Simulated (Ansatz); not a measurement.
Runs of Ansatz 0.2.0 on CsSnBr3. Symmetry: Pm-3m, No. 221, cubic system. The conventional cell has a = 5.839 Å, b = 5.839 Å, c = 5.839 Å, α = 90.00°, β = 90.00°, γ = 90.00°. Around Cs (site symmetry m-3m) lie 12 Br at 4.13 Å. Sn (site symmetry m-3m) has 6 Br at 2.92 Å as nearest neighbours. Br (site symmetry 4/mmm) has 2 Sn at 2.92 Å as nearest neighbours. The cell is a database's computed one.

```tsv
task	level	spin	cell	k mesh	smearing	points for each segment of the path	gap on the mesh (eV)	pressure (GPa)	relaxed volume (Å³/atom)
relaxation of cell and atoms	LDA	off	relaxed	5 × 5 × 5	fermi-dirac 0.05 eV	-	1.69	0.0	(a)
band structure	PBE	SOC, no magnetisation	as given	4 × 4 × 4	fermi-dirac 0.05 eV	14	(b)	0.7	-
band structure	LDA	off	as given	5 × 5 × 5	fermi-dirac 0.05 eV	14	-	-2.0	-
band structure	PBE	off	as given	5 × 5 × 5	fermi-dirac 0.05 eV	14	-	0.5	-
single point	PBE	off	as given	5 × 5 × 5	gaussian 0.011 eV	-	1.88	0.5	-
relaxation of cell and atoms	PBE	off	relaxed	5 × 5 × 5	fermi-dirac 0.05 eV	-	(c)	0.0	40.79
```

Alike in all rows: potentials or basis Ansatz PAW; cutoff (eV) 420.

Problem. Estimate the missing entries.

Solution. (a) 36.18; (b) 0.14; (c) 1.92.

Caveats: spin-orbit coupling is left out, which moves the levels of the heavy elements (some runs); odd divisions of the mesh miss points on the zone boundary, where band edges often lie, so the gap on the mesh can be too wide (some runs); the plane-wave basis is chosen anew once the cell has moved, so the energies of steps on either side of that aren't comparable (some runs); the PAW data sets come from PBE, with cores solved anew for the run's functional, which leaves a small shift of forces and pressure (some runs).

A k mesh can miss the band edges, and rows without SOC leave out spin-orbit coupling on Br, Cs, Sn.
